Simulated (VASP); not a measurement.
Here is the system:

```
CELL_PARAMETERS angstrom
      0.00000     2.94694     2.94694
      2.94694     0.00000     2.94694
      2.94694     2.94694     0.00000
ATOMIC_POSITIONS crystal
  Al 0.00000 0.00000 0.00000
  Sb 0.25000 0.25000 0.25000
```

Computed with PBEsol GGA, VASP's PBE PAW potentials (set 64) (plane waves; VASP). Settings: 500 eV cut-off, 8×8×8 Γ-centred mesh, Gaussian smearing of 0.050 eV, potentials Al Sb.

Unless said otherwise, spin-orbit coupling is left out, though it shifts the bands of the heavy elements here.

**Question.** Estimate the energy per atom (σ→0), pressure, band gap (on the k-mesh) with the smallest direct gap where there is one.

**Answer.** 
```
Property                                      Value
-----------------------------------  --------------
band gap (on the k-mesh)                    0.86 eV
smallest direct gap (on the k-mesh)         2.56 eV
energy per atom (σ→0)                -4.331 eV/atom
pressure                                   9.93 GPa
```

The structure was generated: AlSb was put into the zinc blende type (F-43m), which need not be its known phase. It was relaxed first under an external pressure of 10 GPa.
